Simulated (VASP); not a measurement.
# Ir (Fm-3m) in VASP: further runs

Aim: see how the results for Ir move with the level of theory and the settings. Levels: r2SCAN, PBE. Tasks: phonons.

Everything below comes from runs of VASP 6.6.1. Logs are shortened: lines on timing, memory, paths and dates and some standing lists are left out, and cuts for length are marked.

## Step 1: Starting point

The structure is cubic, space group Fm-3m (No. 225). Conventional cell: a = 3.854 Å, b = 3.854 Å, c = 3.854 Å, α = 90.00°, β = 90.00°, γ = 90.00°. Around Ir (site symmetry m-3m) lie 12 Ir at 2.72 Å.

## Step 2: Phonons, r2SCAN

File POSCAR:

```
Ir
1.0
    0.0000000000      1.9267836763      1.9267836763
    1.9267836763      0.0000000000      1.9267836763
    1.9267836763      1.9267836763      0.0000000000
  Ir
     1
Direct
     0.0000000000000000    0.0000000000000000    0.0000000000000000
```

File INCAR.step1:

```
PREC = Accurate
ENCUT = 600
EDIFF = 1E-8
ISMEAR = 1
SIGMA = 0.2
LREAL = F
LASPH = T
NELM = 80
ALGO = Normal
ISIF = 3
LWAVE = F
LCHARG = F
METAGGA = R2SCAN
LMIXTAU = T
KPAR = 2
IBRION = 2
NSW = 40
EDIFFG = -0.002
```

File INCAR.step2:

```
PREC = Accurate
ENCUT = 600
EDIFF = 1E-8
ISMEAR = 1
SIGMA = 0.2
LREAL = F
LASPH = T
NELM = 80
ALGO = Normal
ISIF = 2
LWAVE = F
LCHARG = F
METAGGA = R2SCAN
LMIXTAU = T
KPAR = 2
IBRION = 6
NFREE = 2
POTIM = 0.015
NSW = 1
```

File KPOINTS:

```
Automatic mesh
0
Gamma
  30 30 30
```

Potentials or basis: VASP PAW PBE potentials, release 64 (Ir).

Command:

```bash
cat potpaw_PBE.64/Ir/POTCAR > POTCAR
cp INCAR.step1 INCAR
mpirun -np 2 vasp_std > vasp.out
cp CONTCAR POSCAR
cp INCAR.step2 INCAR
mpirun -np 2 vasp_std > vasp.out
```

OUTCAR:

```text
PREC = Accurate
   ENCUT = 600
   EDIFF = 1E-8
   ISMEAR = 1
   LREAL = F
   LASPH = T
   NELM = 80
   ISIF = 2
   METAGGA = R2SCAN
   IBRION = 6
   NFREE = 2
   POTIM = 0.015
   NSW = 1

 ion  position               nearest neighbor table
   1  0.000  0.000  0.000-

  LATTYP: Found a face centered cubic cell.
 ALAT       =     3.8525761882

  Lattice vectors:

 A1 = (   0.0000000000,   1.9262880941,   1.9262880941)
 A2 = (   1.9262880941,   0.0000000000,   1.9262880941)
 A3 = (   1.9262880941,   1.9262880941,   0.0000000000)

Analysis of symmetry for initial positions (statically):
=====================================================================
 Subroutine PRICEL returns:
 Original cell was already a primitive cell.

 Routine SETGRP: Setting up the symmetry group for a
 face centered cubic supercell.

 Subroutine GETGRP returns: Found 48 space group operations
 (whereof 48 operations were pure point group operations)
 out of a pool of 48 trial point group operations.

The static configuration has the point symmetry O_h .

Analysis of symmetry for dynamics (positions and initial velocities):
=====================================================================
 Subroutine PRICEL returns:
 Original cell was already a primitive cell.

 Routine SETGRP: Setting up the symmetry group for a
 face centered cubic supercell.

 Subroutine GETGRP returns: Found 48 space group operations
 (whereof 48 operations were pure point group operations)
 out of a pool of 48 trial point group operations.

The dynamic configuration has the point symmetry O_h .

 Subroutine INISYM returns: Found 48 space group operations
 (whereof 48 operations are pure point group operations),
 and found     1 'primitive' translations

----------------------------------------------------------------------------------------

                                     Primitive cell

  volume of cell :      14.2953

  direct lattice vectors                    reciprocal lattice vectors
     0.000000000  1.926288094  1.926288094    -0.259566573  0.259566573  0.259566573
     1.926288094  0.000000000  1.926288094     0.259566573 -0.259566573  0.259566573
     1.926288094  1.926288094  0.000000000     0.259566573  0.259566573 -0.259566573

  length of vectors
     2.724182748  2.724182748  2.724182748     0.449582493  0.449582493  0.449582493

  position of ions in fractional coordinates (direct lattice)
     0.000000000  0.000000000  0.000000000

  ion indices of the primitive-cell ions
   primitive index   ion index
                 1           1

----------------------------------------------------------------------------------------

 KPOINTS: Automatic mesh

Automatic generation of k-mesh.
 Grid dimensions read from file:
 generate k-points for:   30   30   30

 Generating k-lattice:

  Cartesian coordinates                     Fractional coordinates (reciprocal lattice)
    -0.008652219  0.008652219  0.008652219     0.033333333  0.000000000  0.000000000
     0.008652219 -0.008652219  0.008652219     0.000000000  0.033333333  0.000000000
     0.008652219  0.008652219 -0.008652219     0.000000000  0.000000000  0.033333333

  Length of vectors
     0.014986083  0.014986083  0.014986083

  Shift w.r.t. Gamma in fractional coordinates (k-lattice)
     0.000000000  0.000000000  0.000000000

 Subroutine IBZKPT returns following result:
 ===========================================

 Found    752 irreducible k-points:

 Following reciprocal coordinates:
            Coordinates               Weight
  0.000000  0.000000  0.000000      1.000000
  0.033333  0.000000  0.000000      8.000000
[... 40 lines left out ...]
   NELM   =     80;   NELMIN=  2; NELMDL=  0     # of ELM steps
   EDIFF  = 0.1E-07   stopping-criterion for ELM
   LREAL  =      F    real-space projection
   EDIFFG = 0.1E-06   stopping-criterion for IOM
   NSW    =     49    number of steps for IOM
   IBRION =      6    ionic relax: 0-MD 1-quasi-New 2-CG
   NFREE  =      2    steps in history (QN), initial steepest desc. (CG)
   ISIF   =      2    stress and relaxation
   ISYM   =      2    0-nonsym 1-usesym 2-fastsym
   POTIM  = 0.0150    time-step for ionic-motion
   TEBEG  =    0.0;   TEEND  =   0.0 temperature during run
   PSTRESS=    0.0 pullay stress
   NELECT =       9.0000    total number of electrons
   NUPDOWN=      -1.0000    fix difference up-down
   EMIN   =  10.00;   EMAX   =-10.00  energy-range for DOS
   EFERMI =   0.00;   METHOD = LEGACY
   ISMEAR =     1;   SIGMA  =   0.20  broadening in eV -4-tet -1-fermi 0-gaus
   EFERMI_NEDOS =   21; number of points for ismear=-14 and -15
   IALGO  =     38    algorithm
   IMIX   =      4    mixing-type and parameters
     AMIX     =   0.40;   BMIX     =  1.00
     AMIX_MAG =   1.60;   BMIX_MAG =  1.00
  volume/ion in A,a.u.               =      14.30        96.47
  Fermi-wavevector in a.u.,A,eV,Ry     =   1.403108  2.651490 26.785953  1.968712
  Thomas-Fermi vector in A             =   2.525803
   LORBIT       =      0    0 simple, 1 ext, 2 COOP (PROOUT), +10 PAW based schemes
   METAGGA = R2SCAN    functional components
   LHFCALC =     F    Hartree Fock is set to
   AEXX    =    0.0000 exact exchange contribution
   IVDW    =     0    specifies the selected vdW correction
   LEPSILON=     F    determine dielectric tensor
   LRPA    =     F    only Hartree local field effects (RPA)
 finite differences with symmetry
 non-spin polarized calculation
 Methfessel and Paxton  Order N= 1 SIGMA  =   0.20
  energy-cutoff  :      600.00
  volume of cell :       14.30
 maximum number of plane-waves:       531
 NGX is ok and might be reduce to    24
   NGX = 11   NGY = 11   NGZ = 11

--------------------------------------- Ionic step        1  -------------------------------------------

 number of electron       9.0000000 magnetization

 Free energy of the ion-electron system (eV)
  ---------------------------------------------------
  ext. energy  EPLUGINS =         0.00000000
  ---------------------------------------------------
  free energy    TOTEN  =       -52.36576649 eV

  energy without entropy =      -52.36587029  energy(sigma->0) =      -52.36580109

------------------------ aborting loop because EDIFF is reached ----------------------------------------

  FORCE on cell =-STRESS in cart. coord.  units (eV):
  Direction    XX          YY          ZZ          XY          YZ          ZX
  --------------------------------------------------------------------------------------
  -------------------------------------------------------------------------------------
  Total       -0.0000131     -0.0000131     -0.0000131      0.0000000      0.0000000      0.0000000
  in kB       -0.0014691     -0.0014691     -0.0014691      0.0000000      0.0000000      0.0000000
  external PRESSURE =      -0.0014691 kB  Pullay stress =       0.0000000 kB
[... 57 lines left out ...]
--------------------------------------- Ionic step        3  -------------------------------------------

 number of electron       9.0000000 magnetization

 Free energy of the ion-electron system (eV)
  ---------------------------------------------------
  ext. energy  EPLUGINS =         0.00000000
  ---------------------------------------------------
  free energy    TOTEN  =       -52.36576651 eV

  energy without entropy =      -52.36587031  energy(sigma->0) =      -52.36580111

 E-fermi :   9.9919     XC(G=0): -15.2560

 val. band max:        9.9912978729   @ k =  -0.3000   0.3333   0.0667
 cond. band min:       9.9921768381   @ k =   0.4000   0.1333   0.0333
 fundamental gap:      0.0008789652
 Fermi energy:         9.9918584482

 k-point     1 :       0.0000    0.0000    0.0000
  band No.  band energies     occupation
      1      -1.4176      2.00000
      2       6.0598      2.00000
      3       6.0598      2.00000
      4       6.0598      2.00000
      5       8.7248      2.00000
      6       8.7248      2.00000
      7      25.1195      0.00000
      8      30.9203      0.00000
[... 243 lines left out ...]
 k-point    24 :       0.2667    0.0333    0.0000
  band No.  band energies     occupation
      1       0.9738      2.00000
      2       5.4982      2.00000
      3       6.4715      2.00000
      4       6.5235      2.00000
      5       8.7921      2.00000
      6       9.2197      2.00000
      7      24.4362      0.00000
      8      27.5411      0.00000

 [... further k-points ...]

------------------------ aborting loop because EDIFF is reached ----------------------------------------

  FORCE on cell =-STRESS in cart. coord.  units (eV):
  Direction    XX          YY          ZZ          XY          YZ          ZX
  --------------------------------------------------------------------------------------
  -------------------------------------------------------------------------------------
  Total       -0.0000151     -0.0000151     -0.0000151     -0.0000000     -0.0000000      0.0000000
  in kB       -0.0016952     -0.0016952     -0.0016952     -0.0000000     -0.0000000      0.0000000
  external PRESSURE =      -0.0016952 kB  Pullay stress =       0.0000000 kB
[... 16 lines left out ...]
  FREE ENERGIE OF THE ION-ELECTRON SYSTEM (eV)
  ---------------------------------------------------
  free  energy   TOTEN  =       -52.3657665132 eV

  energy  without entropy=      -52.3658703132  energy(sigma->0) =      -52.36580111

 INTERNAL STRAIN TENSORS FROM DISPLACED ATOMS
 ============================================

 INTERNAL STRAIN TENSOR FOR ION    1 for displacements in x,y,z  (eV/Angst):
          X           Y           Z          XY          YZ          ZX
  --------------------------------------------------------------------------------
  x     0.00000     0.00000     0.00000     0.00000     0.00000     0.00000
  y     0.00000     0.00000     0.00000     0.00000     0.00000     0.00000
  z     0.00000     0.00000     0.00000     0.00000     0.00000     0.00000

 Eigenvectors and eigenvalues of the dynamical matrix
 ----------------------------------------------------

   1 f/i=    0.000000 THz     0.000000 2PiTHz    0.000000 cm-1     0.000000 meV
             X         Y         Z           dx          dy          dz
      0.000000  0.000000  0.000000     0.413803   -0.910366    0.000000

   2 f/i=    0.000000 THz     0.000000 2PiTHz    0.000000 cm-1     0.000000 meV
             X         Y         Z           dx          dy          dz
      0.000000  0.000000  0.000000    -0.910366   -0.413803    0.000000

   3 f/i=    0.000000 THz     0.000000 2PiTHz    0.000000 cm-1     0.000000 meV
             X         Y         Z           dx          dy          dz
      0.000000  0.000000  0.000000     0.000000    0.000000    1.000000

 ELASTIC MODULI CONTR FROM IONIC RELAXATION (kBar)
 Direction    XX          YY          ZZ          XY          YZ          ZX
 --------------------------------------------------------------------------------
 XX           0.0000      0.0000      0.0000      0.0000      0.0000      0.0000
 YY           0.0000      0.0000      0.0000      0.0000      0.0000      0.0000
 ZZ           0.0000      0.0000      0.0000      0.0000      0.0000      0.0000
 XY           0.0000      0.0000      0.0000      0.0000      0.0000      0.0000
 YZ           0.0000      0.0000      0.0000      0.0000      0.0000      0.0000
 ZX           0.0000      0.0000      0.0000      0.0000      0.0000      0.0000
 --------------------------------------------------------------------------------
```

It took 19 min on 2 MPI ranks of AMD EPYC 9R14 (Zen 4), shared host; peak memory 0.3 GiB.

Results:

| Item | Value |
| --- | --- |
| Relaxed volume | 14.30 Å³/atom |
| Relaxed cell | a = 2.724 Å, b = 2.724 Å, c = 2.724 Å, α = 60.00°, β = 60.00°, γ = 60.00° |
| Space group after relaxing (to 0.05 Å) | Fm-3m (No. 225) |

Final structure:
```
Ir
1.0
     0.00000    1.92629    1.92629
     1.92629    0.00000    1.92629
     1.92629    1.92629    0.00000
Ir
1
Direct
  0.00000 0.00000 0.00000
```

Caveat: the PAW data sets were made with another functional, which shifts forces and pressure a little.

(Part 1 of 2 ends here.)
